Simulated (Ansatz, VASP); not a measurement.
# I: VASP beside Ansatz

File INCAR:

```
SYSTEM = I
ALGO = Normal
EDIFF = 1E-6
ENCUT = 520
GGA = PE
ISIF = 2
ISMEAR = -1
LASPH = .TRUE.
LCHARG = .TRUE.
LELF = .TRUE.
LREAL = .FALSE.
LVHAR = .TRUE.
LWAVE = .FALSE.
NBANDS = 10
NELM = 60
PREC = Accurate
SIGMA = 0.05
```

File KPOINTS:

```
k-points
0
G
  9 9 9
  0 0 0
```

Contents of POSCAR:

```
I
1.0
    0.0000000000      2.3656004428      3.9098401324
    2.1922454667      0.0000000000      3.9098401324
    2.1922454667      2.3656004428      0.0000000000
I
1
Direct
    0.0000000000      0.0000000000      0.0000000000
```

input.yaml

```yaml
crystal:
  lattice:
    - [0.0, 2.3656004428, 3.9098401324]
    - [2.1922454667, 0.0, 3.9098401324]
    - [2.1922454667, 2.3656004428, 0.0]
  atoms:
    - { symbol: I, position: [0.0, 0.0, 0.0] }
kpoints:
  mp_grid: { grid: [9, 9, 9] }
scf:
  occupations: { method: fermi_dirac, width: 0.05 }
hamiltonian:
  xc: pbe
  pseudopotentials: { kind: all_electron, lapw: { basis_error: 0.0005 } }
output:
  forces: true
  stress: true
  eigenvalues: true
```

Alike in both runs: task single point; functional PBE; k mesh 9 × 9 × 9; occupations fermi-dirac, width 0.05 eV; no spin polarisation.

```csv
,VASP,Ansatz
version,VASP 6.6.1,Ansatz 0.2.0
potentials or method,"VASP PAW PBE potentials, release 64 (I)","all-electron LAPW, scalar-relativistic"
plane-wave cutoff (eV),520,see its input
```

Ansatz gave:

```
gap on the k mesh at the Fermi level (eV)       : none
pressure (GPa)                                  : 0.5
largest component of the traceless stress (GPa) : 0.31
```

Problem. Estimate VASP's values.

Solution. gap on the k mesh at the Fermi level (eV): none; pressure (GPa): 0.4; largest component of the traceless stress (GPa): 0.35.

A gap of «none» marks a metal or a gap that the smearing closes. Ansatz ran all-electron here, so the differences hold the error of VASP's frozen core and of both bases.

Caveats: an odd number of electrons without spin polarisation forces a metal; a magnetic or distorted state may lie lower. Spin-orbit coupling is left out, which matters for the levels of I.
